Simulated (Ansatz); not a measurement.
The system is LuH2.

```
Lu H
1.0
     0.00000    2.51650    2.51650
     2.51650    0.00000    2.51650
     2.51650    2.51650    0.00000
Lu H
1 2
Direct
  0.00000 0.00000 0.00000
  0.75000 0.75000 0.75000
  0.25000 0.25000 0.25000
```

| Item | Value |
| --- | --- |
| Program | Ansatz 0.2.0 |
| Task | relaxation of cell and atoms |
| Functional | r2SCAN |
| Dispersion | D3(BJ)-ATM |
| Potentials or basis | Ansatz PAW |
| Cutoff | 500 eV (not typed: the program's choice for these potentials) |
| k mesh | 9 × 9 × 9 |
| Occupations | fermi-dirac, width 0.05 eV |
| Spin | no spin polarisation |

At the start: volume 10.62 Å³/atom.

**Question.** Where does the relaxation end?

**Answer.** It ends after 4 steps and the volume is 10.27 Å³/atom (-3.3 %); space group Fm-3m (No. 225, to 0.05 Å).

The path:
```tsv
step	energy change (eV)	largest force (eV/Å)	volume (Å³)
1	0.0000	0.0000	31.87
2	-0.0108	0.0000	30.92
3	-0.0110	0.0000	30.82
4	-0.0106	0.0000	30.82
```

Final structure:
```
Lu H
1.0
     0.00000    2.48836    2.48836
     2.48836    0.00000    2.48836
     2.48836    2.48836    0.00000
Lu H
1 2
Direct
  0.00000 0.00000 0.00000
  0.75000 0.75000 0.75000
  0.25000 0.25000 0.25000
```

Caveat: the plane-wave basis is chosen anew once the cell has moved, so the energies of steps on either side of that aren't comparable; pairwise dispersion overbinds metals, which lowers pressure and volume; the PAW data sets come from PBE, with cores solved anew for the run's functional, which leaves a small shift of forces and pressure.
